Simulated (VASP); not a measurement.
# TiSe2 (P-3m1) in VASP: further runs

Aim: see how the results for TiSe2 move with the level of theory and the settings. Levels: PBE, PBEsol. Tasks: equation of state.

The COD entry that gives the cell may itself be a prediction, so a difference from it is no test against experiment.

Program: VASP 6.6.1. These are calculated values, not measurements. Logs are shortened: lines on timing, memory, paths and dates and some standing lists are left out, and cuts for length are marked.

### Step 1. The structure

Symmetry: P-3m1, No. 164, trigonal system. Conventional cell: a = 3.536 Å, b = 3.536 Å, c = 6.004 Å, α = 90.00°, β = 90.00°, γ = 120.00°. Se (site symmetry 3m) has 3 Ti at 2.55 Å as nearest neighbours. Around Ti (site symmetry -3m) lie 6 Se at 2.55 Å.

### Step 2. Equation of state, PBE, 20.37 Å³/atom (volume scaled by 0.94)

The input, INCAR:

```
ALGO = Normal ; EDIFF = 1E-7
ENCUT = 520 ; GGA = PE
ISIF = 2 ; ISMEAR = -1
LASPH = True ; LCHARG = False
LREAL = False ; LWAVE = False
NBANDS = 19 ; NELM = 60
PREC = Accurate ; SIGMA = 0.05
```

The input, KPOINTS:

```
k-points
0
Gamma
  9 9 5
```

The input, POSCAR:

```
TiSe2
1.0
    3.4638164804      0.0000000000      0.0000000000
   -1.7319082402      2.9997530661      0.0000000000
    0.0000000000      0.0000000000      5.8814349967
Se Ti
2 1
Direct
    0.6666666667      0.3333333333      0.7448000000
    0.3333333333      0.6666666667      0.2552000000
    0.0000000000      0.0000000000      0.0000000000
```

Potentials or basis: VASP PAW PBE potentials, release 64 (Se, Ti_sv).

Started as:

```sh
$ cat potpaw_PBE.64/Se/POTCAR potpaw_PBE.64/Ti_sv/POTCAR > POTCAR
$ mpirun -np 1 vasp_std > vasp.out
```

OUTCAR:

```text
EDIFF = 1E-7
   ENCUT = 520
   GGA = PE
   ISIF = 2
   ISMEAR = -1
   LASPH = True
   LREAL = False
   NELM = 60
   PREC = Accurate

 ion  position               nearest neighbor table
   1  0.667  0.333  0.745-   3 2.50   3 2.50   3 2.50
   2  0.333  0.667  0.255-   3 2.50   3 2.50   3 2.50
   3  0.000  0.000  0.000-   1 2.50   2 2.50   1 2.50   2 2.50   1 2.50   2 2.50

  LATTYP: Found a hexagonal cell.
 ALAT       =     3.4638164804
 C/A-ratio  =     1.6979638009

  Lattice vectors:

 A1 = (   3.4638164804,   0.0000000000,   0.0000000000)
 A2 = (  -1.7319082402,   2.9997530661,   0.0000000000)
 A3 = (   0.0000000000,   0.0000000000,   5.8814349967)

Analysis of symmetry for initial positions (statically):
=====================================================================
 Subroutine PRICEL returns:
 Original cell was already a primitive cell.

 Routine SETGRP: Setting up the symmetry group for a
 hexagonal supercell.

 Subroutine GETGRP returns: Found 12 space group operations
 (whereof 12 operations were pure point group operations)
 out of a pool of 24 trial point group operations.

The static configuration has the point symmetry D_3d.

Analysis of symmetry for dynamics (positions and initial velocities):
=====================================================================
 Subroutine PRICEL returns:
 Original cell was already a primitive cell.

 Routine SETGRP: Setting up the symmetry group for a
 hexagonal supercell.

 Subroutine GETGRP returns: Found 12 space group operations
 (whereof 12 operations were pure point group operations)
 out of a pool of 24 trial point group operations.

The dynamic configuration has the point symmetry D_3d.

 Subroutine INISYM returns: Found 12 space group operations
 (whereof 12 operations are pure point group operations),
 and found     1 'primitive' translations

----------------------------------------------------------------------------------------

                                     Primitive cell

  volume of cell :      61.1116

  direct lattice vectors                    reciprocal lattice vectors
     3.463816480  0.000000000  0.000000000     0.288698898  0.166680386  0.000000000
    -1.731908240  2.999753066  0.000000000     0.000000000  0.333360773  0.000000000
     0.000000000  0.000000000  5.881434997     0.000000000  0.000000000  0.170026533

  length of vectors
     3.463816480  3.463816480  5.881434997     0.333360773  0.333360773  0.170026533

  position of ions in fractional coordinates (direct lattice)
     0.666666667  0.333333333  0.744800000
     0.333333333  0.666666667  0.255200000
     0.000000000  0.000000000  0.000000000

  ion indices of the primitive-cell ions
   primitive index   ion index
                 1           1
                 2           2
                 3           3

----------------------------------------------------------------------------------------

 KPOINTS: k-points

Automatic generation of k-mesh.
 Grid dimensions read from file:
 generate k-points for:    9    9    5

 Generating k-lattice:

  Cartesian coordinates                     Fractional coordinates (reciprocal lattice)
     0.032077655  0.018520043  0.000000000     0.111111111 -0.000000000  0.000000000
     0.000000000  0.037040086  0.000000000     0.000000000  0.111111111  0.000000000
     0.000000000  0.000000000  0.034005307     0.000000000  0.000000000  0.200000000

  Length of vectors
     0.037040086  0.037040086  0.034005307

  Shift w.r.t. Gamma in fractional coordinates (k-lattice)
     0.000000000  0.000000000  0.000000000

 Subroutine IBZKPT returns following result:
 ===========================================

 Found     50 irreducible k-points:

 Following reciprocal coordinates:
            Coordinates               Weight
  0.000000  0.000000  0.000000      1.000000
  0.111111  0.000000  0.000000      6.000000
  0.222222  0.000000  0.000000      6.000000
  0.333333  0.000000  0.000000      6.000000
  0.444444  0.000000  0.000000      6.000000
  0.111111  0.111111  0.000000      6.000000
[... 42 lines left out ...]
 -0.222222 -0.444444  0.400000     12.000000
  0.333333  0.333333  0.400000      4.000000
   k-points           NKPTS =     50   k-points in BZ     NKDIM =     50   number of bands    NBANDS=     19
   number of dos      NEDOS =    301   number of ions     NIONS =      3
   total plane-waves  NPLWV =  37632
   dimension x,y,z NGX =    28 NGY =   28 NGZ =   48
   dimension x,y,z NGXF=    56 NGYF=   56 NGZF=   96
   ions per type =               2   1
   NGX,Y,Z   is equivalent  to a cutoff of  13.44, 13.44, 13.57 a.u.
   NGXF,Y,Z  is equivalent  to a cutoff of  26.88, 26.88, 27.14 a.u.
 SYSTEM =  unknown system
   PREC   = accura    normal or accurate (medium, high low for compatibility)
   ISTART =      0    job   : 0-new  1-cont  2-samecut
   ICHARG =      2    charge: 1-file 2-atom 10-const
   ISPIN  =      1    spin polarized calculation?
   LNONCOLLINEAR =      F non collinear calculations
   LSORBIT =      F    spin-orbit coupling
   LASPH  =      T    aspherical Exc in radial PAW
   ENCUT  =  520.0 eV  38.22 Ry    6.18 a.u.   6.44  6.44 10.94*2*pi/ulx,y,z
   NELM   =     60;   NELMIN=  2; NELMDL= -5     # of ELM steps
   EDIFF  = 0.1E-06   stopping-criterion for ELM
   LREAL  =      F    real-space projection
   EDIFFG = 0.1E-05   stopping-criterion for IOM
   NSW    =      0    number of steps for IOM
   IBRION =     -1    ionic relax: 0-MD 1-quasi-New 2-CG
   NFREE  =      0    steps in history (QN), initial steepest desc. (CG)
   ISIF   =      2    stress and relaxation
   ISYM   =      2    0-nonsym 1-usesym 2-fastsym
   POTIM  = 0.5000    time-step for ionic-motion
   TEBEG  =    0.0;   TEEND  =   0.0 temperature during run
   PSTRESS=    0.0 pullay stress
   NELECT =      24.0000    total number of electrons
   NUPDOWN=      -1.0000    fix difference up-down
   EMIN   =  10.00;   EMAX   =-10.00  energy-range for DOS
   EFERMI =   0.00;   METHOD = LEGACY
   ISMEAR =    -1;   SIGMA  =   0.05  broadening in eV -4-tet -1-fermi 0-gaus
   EFERMI_NEDOS =   21; number of points for ismear=-14 and -15
   IALGO  =     38    algorithm
   IMIX   =      4    mixing-type and parameters
     AMIX     =   0.40;   BMIX     =  1.00
     AMIX_MAG =   1.60;   BMIX_MAG =  1.00
  volume/ion in A,a.u.               =      20.37       137.47
  Fermi-wavevector in a.u.,A,eV,Ry     =   1.198866  2.265528 19.555381  1.437280
  Thomas-Fermi vector in A             =   2.334744
   LORBIT       =      0    0 simple, 1 ext, 2 COOP (PROOUT), +10 PAW based schemes
   GGA     = PE    functional components
   LHFCALC =     F    Hartree Fock is set to
   AEXX    =    0.0000 exact exchange contribution
   IVDW    =     0    specifies the selected vdW correction
   LEPSILON=     F    determine dielectric tensor
   LRPA    =     F    only Hartree local field effects (RPA)
 non-spin polarized calculation
  energy-cutoff  :      520.00
  volume of cell :       61.11
 maximum number of plane-waves:      1666
 NGX is ok and might be reduce to    28
   NGX = 13   NGY = 13   NGZ = 21

 number of electron      24.0000000 magnetization

 Free energy of the ion-electron system (eV)
  ---------------------------------------------------
  ext. energy  EPLUGINS =         0.00000000
  ---------------------------------------------------
  free energy    TOTEN  =       -18.07434392 eV

  energy without entropy =      -18.06849899  energy(sigma->0) =      -18.07142146

 E-fermi :   5.4234     XC(G=0): -10.2868

 val. band max:        5.3817926270   @ k =   0.4444   0.0000   0.4000
 cond. band min:       5.4481327846   @ k =   0.0000   0.4444   0.2000
 fundamental gap:      0.0663401576
 Fermi energy:         5.4233784109

 k-point     1 :       0.0000    0.0000    0.0000
  band No.  band energies     occupation
      1     -52.0198      2.00000
      2     -28.2747      2.00000
      3     -28.2474      2.00000
      4     -28.2474      2.00000
      5      -8.8743      2.00000
      6      -7.2496      2.00000
[... 11 lines left out ...]
     18      11.2031      0.00000
     19      11.8115      0.00000

 k-point     2 :       0.1111    0.0000    0.0000
  band No.  band energies     occupation
      1     -52.0186      2.00000
      2     -28.2717      2.00000
      3     -28.2611      2.00000
      4     -28.2504      2.00000
      5      -8.7273      2.00000
      6      -7.2024      2.00000
[... 11 lines left out ...]
     18      12.1324      0.00000
     19      12.5722      0.00000

 k-point     3 :       0.2222    0.0000    0.0000
  band No.  band energies     occupation
      1     -52.0155      2.00000
      2     -28.2959      2.00000
      3     -28.2638      2.00000
      4     -28.2582      2.00000
      5      -8.3179      2.00000
      6      -7.0830      2.00000
[... 11 lines left out ...]
     18      12.7018      0.00000
     19      13.4954      0.00000

 k-point     4 :       0.3333    0.0000    0.0000
  band No.  band energies     occupation
      1     -52.0120      2.00000
      2     -28.3349      2.00000
      3     -28.2669      2.00000
      4     -28.2549      2.00000
      5      -7.7519      2.00000
      6      -6.9615      2.00000
[... 11 lines left out ...]
     18      12.3255      0.00000
     19      12.8293      0.00000

 k-point     5 :       0.4444    0.0000    0.0000
  band No.  band energies     occupation
      1     -52.0097      2.00000
      2     -28.3603      2.00000
      3     -28.2727      2.00000
      4     -28.2491      2.00000
      5      -7.2295      2.00000
      6      -6.9622      2.00000
[... 11 lines left out ...]
     18      11.8979      0.00000
     19      12.5266      0.00000
[... 686 lines left out ...]
      2     -28.3349      2.00000
      3     -28.2670      2.00000
      4     -28.2550      2.00000
      5      -7.4385      2.00000
      6      -7.3228      2.00000
[... 11 lines left out ...]
     18      11.5657      0.00000
     19      12.7691      0.00000

 k-point    38 :       0.0000    0.3333    0.4000
  band No.  band energies     occupation
      1     -52.0120      2.00000
      2     -28.3349      2.00000
      3     -28.2670      2.00000
      4     -28.2550      2.00000
      5      -7.5762      2.00000
      6      -7.1662      2.00000
[... 11 lines left out ...]
     18      11.6587      0.00000
     19      11.8736      0.00000

 k-point    39 :       0.4444    0.0000    0.4000
  band No.  band energies     occupation
      1     -52.0097      2.00000
      2     -28.3603      2.00000
      3     -28.2727      2.00000
      4     -28.2491      2.00000
      5      -7.1991      2.00000
      6      -6.9781      2.00000
[... 11 lines left out ...]
     18      10.6221      0.00000
     19      12.0853      0.00000

 k-point    40 :       0.0000    0.4444    0.4000
  band No.  band energies     occupation
      1     -52.0097      2.00000
      2     -28.3603      2.00000
      3     -28.2727      2.00000
      4     -28.2491      2.00000
      5      -7.2757      2.00000
      6      -6.8886      2.00000
[... 11 lines left out ...]
     18      10.7944      0.00000
     19      11.6181      0.00000

 [... further k-points ...]
[... 5 lines left out ...]
  --------------------------------------------------------------------------------------
  -------------------------------------------------------------------------------------
  Total        2.7076281      2.7076281      3.2365896     -0.0000000      0.0000000      0.0000000
  in kB       70.9865251     70.9865251     84.8544335     -0.0000000      0.0000000      0.0000000
  external PRESSURE =      75.6091613 kB  Pullay stress =       0.0000000 kB

 VOLUME and BASIS-vectors are now :
 -----------------------------------------------------------------------------
  energy-cutoff  :      520.00
  volume of cell :       61.11
      direct lattice vectors                 reciprocal lattice vectors
     3.463816480  0.000000000  0.000000000     0.288698898  0.166680386  0.000000000
    -1.731908240  2.999753066  0.000000000     0.000000000  0.333360773  0.000000000
     0.000000000  0.000000000  5.881434997     0.000000000  0.000000000  0.170026533

 POSITION                                       TOTAL-FORCE (eV/Angst)
 -----------------------------------------------------------------------------------
      1.73191      0.99992      4.38049         0.000000      0.000000     -0.763750
     -0.00000      1.99984      1.50094        -0.000000      0.000000      0.763750
      0.00000      0.00000      0.00000         0.000000      0.000000      0.000000
 -----------------------------------------------------------------------------------
    total drift:                                0.000000     -0.000000     -0.000000

  FREE ENERGIE OF THE ION-ELECTRON SYSTEM (eV)
  ---------------------------------------------------
  free  energy   TOTEN  =       -18.0743439204 eV

  energy  without entropy=      -18.0684989949  energy(sigma->0) =      -18.07142146
```

It took 59 s on 1 thread of Intel Xeon Platinum 8488C (Sapphire Rapids), shared host; peak memory 0.22 GiB.

What came out:

```yaml
Free_energy: -18.0743 eV
Pressure: 7.6 GPa
Largest_force: 0.764 eV/Å
Band_gap_on_the_k_mesh: none (metal or under the smearing width)
```

Caveat: this functional lacks dispersion, which binds the layers, so the pressure and a relaxed spacing across them are unreliable.

### Step 3. Equation of state, PBE, 20.80 Å³/atom (volume scaled by 0.96)

The input, INCAR:

```
ALGO = Normal
EDIFF = 1E-7
ENCUT = 520
GGA = PE
ISIF = 2
ISMEAR = -1
LASPH = T
LCHARG = F
LREAL = F
LWAVE = F
NBANDS = 19
NELM = 80
PREC = Accurate
SIGMA = 0.05
```

KPOINTS is that of step 2.

The input, POSCAR:

```
TiSe2
1.0
    3.4882103579      0.0000000000      0.0000000000
   -1.7441051790      3.0208787837      0.0000000000
    0.0000000000      0.0000000000      5.9228549177
Se Ti
2 1
Direct
    0.6666666667      0.3333333333      0.7448000000
    0.3333333333      0.6666666667      0.2552000000
    0.0000000000      0.0000000000      0.0000000000
```

Potentials or basis: VASP PAW PBE potentials, release 64 (Se, Ti_sv).

Started as:

```sh
$ cat potpaw_PBE.64/Se/POTCAR potpaw_PBE.64/Ti_sv/POTCAR > POTCAR
$ mpirun -np 1 vasp_std > vasp.out
```

Run time: 59 s. Hardware: 1 thread of Intel Xeon Platinum 8488C (Sapphire Rapids), shared host; peak memory 0.21 GiB.

Results (log left out):

```yaml
Free_energy: -18.1267 eV
Pressure: 5.4 GPa
Largest_force: 0.522 eV/Å
Band_gap_on_the_k_mesh: none (metal or under the smearing width)
```

Caveat: this functional lacks dispersion, which binds the layers, so the pressure and a relaxed spacing across them are unreliable.

### Step 4. Equation of state, PBE, 21.24 Å³/atom (volume scaled by 0.98)

The input, INCAR:

```
SYSTEM = TiSe2
ALGO = Normal
EDIFF = 1E-7
ENCUT = 520
GGA = PE
ISIF = 2
ISMEAR = -1
LASPH = .TRUE.
LCHARG = .FALSE.
LREAL = .FALSE.
LWAVE = .FALSE.
NBANDS = 19
NELM = 100
PREC = Accurate
SIGMA = 0.05
```

The input, KPOINTS:

```
k-points
0
G
  9 9 5
  0 0 0
```

The input, POSCAR:

```
TiSe2
1.0
    3.5122677413      0.0000000000      0.0000000000
   -1.7561338707      3.0417130889      0.0000000000
    0.0000000000      0.0000000000      5.9637034838
Se Ti
2 1
Direct
    0.6666666667      0.3333333333      0.7448000000
    0.3333333333      0.6666666667      0.2552000000
    0.0000000000      0.0000000000      0.0000000000
```

Started as:

```sh
$ cat potpaw_PBE.64/Se/POTCAR potpaw_PBE.64/Ti_sv/POTCAR > POTCAR
$ mpirun -np 1 vasp_std > vasp.out
```

Wall time 69 s (1 thread of Intel Xeon Platinum 8488C (Sapphire Rapids), shared host); peak memory 0.21 GiB.

It converged, with:

```
Free energy            : -18.1621 eV
Pressure               : 3.4 GPa
Largest force          : 0.298 eV/Å
Band gap on the k mesh : none (metal or under the smearing width)
```

Caveat: this functional lacks dispersion, which binds the layers, so the pressure and a relaxed spacing across them are unreliable.

### Step 5. Equation of state, PBE, 22.10 Å³/atom (volume scaled by 1.02)

The input, INCAR:

```
SYSTEM = TiSe2
PREC = Accurate
ENCUT = 520
EDIFF = 1E-7
ISMEAR = -1
SIGMA = 0.05
LREAL = .False.
LASPH = .True.
NELM = 60
ALGO = Normal
ISIF = 2
LWAVE = .False.
LCHARG = .False.
GGA = PE
NBANDS = 19
```

The input, KPOINTS:

```
Automatic mesh
0
Gamma
  9 9 5
  0 0 0
```

The input, POSCAR:

```
TiSe2
1.0
    3.5594179010      0.0000000000      0.0000000000
   -1.7797089505      3.0825463250      0.0000000000
    0.0000000000      0.0000000000      6.0437627482
Se Ti
2 1
Direct
    0.6666666667      0.3333333333      0.7448000000
    0.3333333333      0.6666666667      0.2552000000
    0.0000000000      0.0000000000      0.0000000000
```

Started as:

```sh
$ cat potpaw_PBE.64/Se/POTCAR potpaw_PBE.64/Ti_sv/POTCAR > POTCAR
$ mpirun -np 1 vasp_std > vasp.out
```

Wall time 71 s (1 thread of Intel Xeon Platinum 8488C (Sapphire Rapids), shared host); peak memory 0.21 GiB.

It converged, with:

```
Free energy            : -18.1880 eV
Pressure               : -0.1 GPa
Largest force          : 0.105 eV/Å
Band gap on the k mesh : none (metal or under the smearing width)
```

Caveat: this functional lacks dispersion, which binds the layers, so the pressure and a relaxed spacing across them are unreliable.

### Step 6. Equation of state, PBE, 22.54 Å³/atom (volume scaled by 1.04)

The input, INCAR:

```
ALGO     = Normal         # electronic algorithm
EDIFF    = 1E-7           # SCF threshold, eV
ENCUT    = 520            # plane-wave cutoff, eV
GGA      = PE             # functional
ISIF     = 2              # what is computed and relaxed
ISMEAR   = -1             # smearing method
LASPH    = True           # aspherical terms in the spheres
LCHARG   = False          # write CHGCAR
LREAL    = False          # projectors in reciprocal space
LWAVE    = False          # write WAVECAR
NBANDS   = 19             # bands
NELM     = 80             # most SCF steps
PREC     = Accurate       # precision mode
SIGMA    = 0.05           # smearing width, eV
```

The input, KPOINTS:

```
k-points
0
Gamma
  9 9 5
```

The input, POSCAR:

```
TiSe2
1.0
    3.5825316519      0.0000000000      0.0000000000
   -1.7912658260      3.1025634204      0.0000000000
    0.0000000000      0.0000000000      6.0830090605
Se Ti
2 1
Direct
    0.6666666667      0.3333333333      0.7448000000
    0.3333333333      0.6666666667      0.2552000000
    0.0000000000      0.0000000000      0.0000000000
```

Potentials or basis: VASP PAW PBE potentials, release 64 (Se, Ti_sv).

Started as:

```sh
$ cat potpaw_PBE.64/Se/POTCAR potpaw_PBE.64/Ti_sv/POTCAR > POTCAR
$ mpirun -np 1 vasp_std > vasp.out
```

It took 56 s on 1 thread of Intel Xeon Platinum 8488C (Sapphire Rapids), shared host; peak memory 0.22 GiB.

It converged, with:

```
Free energy            : -18.1814 eV
Pressure               : -1.6 GPa
Largest force          : 0.286 eV/Å
Band gap on the k mesh : none (metal or under the smearing width)
```

Caveat: this functional lacks dispersion, which binds the layers, so the pressure and a relaxed spacing across them are unreliable.

### Step 7. Equation of state, PBE, 22.97 Å³/atom (volume scaled by 1.06)

The input, INCAR:

```
SYSTEM = TiSe2
PREC = Accurate
ENCUT = 520
EDIFF = 1E-7
ISMEAR = -1
SIGMA = 0.05
LREAL = .False.
LASPH = .True.
NELM = 100
ALGO = Normal
ISIF = 2
LWAVE = .False.
LCHARG = .False.
GGA = PE
NBANDS = 19
```

The input, KPOINTS:

```
Automatic mesh
0
Gamma
  9 9 5
  0 0 0
```

The input, POSCAR:

```
TiSe2
1.0
    3.6053509401      0.0000000000      0.0000000000
   -1.8026754700      3.1223255037      0.0000000000
    0.0000000000      0.0000000000      6.1217553858
Se Ti
2 1
Direct
    0.6666666667      0.3333333333      0.7448000000
    0.3333333333      0.6666666667      0.2552000000
    0.0000000000      0.0000000000      0.0000000000
```

Started as:

```sh
$ cat potpaw_PBE.64/Se/POTCAR potpaw_PBE.64/Ti_sv/POTCAR > POTCAR
$ mpirun -np 1 vasp_std > vasp.out
```

Run time: 56 s. Hardware: 1 thread of Intel Xeon Platinum 8488C (Sapphire Rapids), shared host; peak memory 0.22 GiB.

The run converged. Its results:

```
Free energy            : -18.1634 eV
Pressure               : -2.9 GPa
Largest force          : 0.455 eV/Å
Band gap on the k mesh : none (metal or under the smearing width)
```

Caveat: this functional lacks dispersion, which binds the layers, so the pressure and a relaxed spacing across them are unreliable.

(Continued in part 2 of 2.)
